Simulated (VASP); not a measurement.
**AlRu under changes of volume**

One of the cells (13.655 Å³/atom); the others are scaled copies at fixed shape and fractional positions:

```
CELL_PARAMETERS angstrom
3.01141 0.00000 0.00000
0.00000 3.01141 0.00000
0.00000 0.00000 3.01141
ATOMIC_POSITIONS crystal
Ru 0.50000 0.50000 0.50000
Al 0.00000 0.00000 0.00000
```

| Quantity | Value |
| --- | --- |
| Program | VASP 6.6.1 |
| Functional | PBEsol |
| Potentials or basis | VASP PAW PBE potentials, release 64 (Ru_pv, Al) |
| Cutoff | 520 eV |
| k mesh | 9 × 9 × 9 |
| Occupations | fermi-dirac, width 0.05 eV |
| Spin | no spin polarisation |

```csv
volume (Å³/atom),energy over the lowest point (meV/atom),pressure (GPa)
12.584,?,?
12.851,5.83,5.9
13.119,0.00,1.1
13.655,10.62,-7.2
13.922,25.58,-10.7
14.190,46.07,-13.8
```

Q: What does the run at 12.584 Å³/atom give?

A: Energy over the lowest point 20.27 meV/atom; pressure 11.4 GPa.

Worked out: A Birch-Murnaghan fit of order 3 (a polynomial in V^(-2/3)) to the other rows has its minimum at 13.18 Å³/atom with B0 = V·E''(V) = 221 GPa and B' = 4.4. It gives 20.21 meV/atom at 12.584 Å³/atom, against the run's 20.27, and -dE/dV = 11.4 GPa, against 11.4.

Energies are extrapolated to zero smearing.

Caveats: the PAW data sets were made with another functional, which shifts forces and pressure a little.
